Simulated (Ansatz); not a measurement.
Wanted: the native input for an Ansatz 0.2.0 run.

```
Task                : single point
Functional          : PBE
Potentials or basis : all-electron LAPW, scalar-relativistic
Cutoff              : 261 eV (chosen from the basis error)
Basis error allowed : 0.001 eV/atom
k mesh              : 10 × 10 × 3
Occupations         : fermi-dirac, width 0.05 eV
Spin                : no spin polarisation
```

Crystal: MoS2.

```
CELL_PARAMETERS angstrom
3.16900 0.00000 0.00000
-1.58450 2.74443 0.00000
0.00000 0.00000 12.32400
ATOMIC_POSITIONS crystal
Mo 0.66667 0.33333 0.75000
Mo 0.33333 0.66667 0.25000
S 0.66667 0.33333 0.37700
S 0.33333 0.66667 0.87700
S 0.66667 0.33333 0.12300
S 0.33333 0.66667 0.62300
```

The input as run:

input.yaml

```yaml
crystal:
  lattice:
    - [3.169, 0.0, 0.0]
    - [-1.5845, 2.7444345046, 0.0]
    - [0.0, 0.0, 12.324]
  atoms:
    - { symbol: Mo, position: [0.6666666667, 0.3333333333, 0.75] }
    - { symbol: Mo, position: [0.3333333333, 0.6666666667, 0.25] }
    - { symbol: S, position: [0.6666666667, 0.3333333333, 0.377] }
    - { symbol: S, position: [0.3333333333, 0.6666666667, 0.877] }
    - { symbol: S, position: [0.6666666667, 0.3333333333, 0.123] }
    - { symbol: S, position: [0.3333333333, 0.6666666667, 0.623] }
kpoints:
  mp_grid: { grid: [10, 10, 3] }
scf:
  occupations: { method: fermi_dirac, width: 0.05 }
hamiltonian:
  xc: pbe
  pseudopotentials: { kind: all_electron, lapw: { basis_error: 0.001 } }
output:
  forces: true
  stress: true
  eigenvalues: true
  populations: true
```

Potentials or basis: all-electron LAPW, scalar-relativistic.

Launch:

```bash
$ ansatz run input.yaml --threads 4 --pin off --max-ram 12288MiB --backend cpu --events-out ev --progress --plain --runs-dir out
```

It gave:

```yaml
Pressure: 2.0 GPa
Largest_force: 0.064 eV/Å
Band_gap_on_the_k_mesh: 0.93 eV, indirect (least direct gap 1.87 eV)
```

Caveat: an odd mesh through Γ misses points on the zone boundary, where band edges often lie; this functional lacks dispersion, which binds the layers, so the pressure and a relaxed spacing across them are unreliable.

It took 16 s on 4 threads of Arm Neoverse V2 (shared host), peak memory 0.69 GiB.
